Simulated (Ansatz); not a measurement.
Crystal: Sb.

```
Sb
1.0
     2.15420    1.24373    3.75800
    -2.15420    1.24373    3.75800
     0.00000   -2.48746    3.75800
Sb
2
Cartesian
  0.0000 0.0000 8.6416
  0.0000 0.0000 2.6324
```

| Quantity | Value |
| --- | --- |
| Program | Ansatz 0.2.0 |
| Task | single point |
| Functional | PBE |
| Potentials or basis | all-electron LAPW, scalar-relativistic |
| Cutoff | 230 eV (chosen from the basis error) |
| Basis error allowed | 0.001 eV/atom |
| k mesh | 8 × 8 × 8 |
| Occupations | fermi-dirac, width 0.05 eV |
| Spin | no spin polarisation |

On this cell: pressure 2.7 GPa; largest force 0.159 eV/Å; band gap on the k mesh none (metal or under the smearing width).

The same run follows on a disturbed copy (atoms moved at random, drawn with an rms of 0.05 Å):

```
CELL_PARAMETERS angstrom
2.15420 1.24373 3.75800
-2.15420 1.24373 3.75800
0.00000 -2.48746 3.75800
ATOMIC_POSITIONS crystal
Sb 0.76764 0.75507 0.76479
Sb 0.25004 0.22744 0.22232
```

Task: What does the disturbed cell give?

Result: The energy (extrapolated to zero smearing) moves by +0.3 meV/atom; pressure 2.2 GPa; largest force 0.107 eV/Å; band gap on the k mesh none (metal or under the smearing width).

Forces in eV/Å, atoms in the order of the input:
```
Sb   0.053  0.091  0.019
Sb  -0.053 -0.091 -0.019
```

Stress tensor (GPa, compression positive):
```
 2.50  0.13 -0.24
 0.13  2.33 -0.46
-0.24 -0.46  1.67
```
